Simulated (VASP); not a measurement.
SiC, 2 atoms in the cell. It takes space group Fm-3m (No. 225, cubic). The conventional cell has a = 4.026 Å, b = 4.026 Å, c = 4.026 Å, α = 90.00°, β = 90.00°, γ = 90.00°. Si (site symmetry m-3m) is surrounded by 6 C at 2.01 Å. C (site symmetry m-3m) has 6 Si at 2.01 Å as nearest neighbours. The cell was built by a generator and needn't be a form met in nature.

```yaml
Program: VASP 6.6.1
Task: single point
Functional: r2SCAN
Potentials_or_basis: VASP PAW PBE potentials, release 64 (Si, C)
Cutoff: 520 eV
k_mesh: 18 × 18 × 18
Occupations: gaussian, width 0.1 eV
Spin: no spin polarisation
Dipole_correction: no
Further_INCAR_settings: ALGO = Normal; EDIFF = 1e-07; NBANDS = 11
```

Potentials or basis: VASP PAW PBE potentials, release 64 (Si, C).

The run is started by

```bash
$ cat potpaw_PBE.64/Si/POTCAR potpaw_PBE.64/C/POTCAR > POTCAR
$ cp INCAR.step1 INCAR
$ mpirun -np 1 vasp_std > vasp.out
$ cp INCAR.step2 INCAR
$ mpirun -np 1 vasp_std > vasp.out
```

Hardware: 1 thread of Intel(R) Xeon(R) Platinum 8259CL CPU @ 2.50GHz (Skylake/Cascade Lake) (shared host).

Question: How long does it take, and how much memory?

Answer: Wall time 97 s on 1 thread of Intel(R) Xeon(R) Platinum 8259CL CPU @ 2.50GHz (Skylake/Cascade Lake), on a shared host, peak memory 0.16 GiB. Counts: scf iterations 13, k points 195.
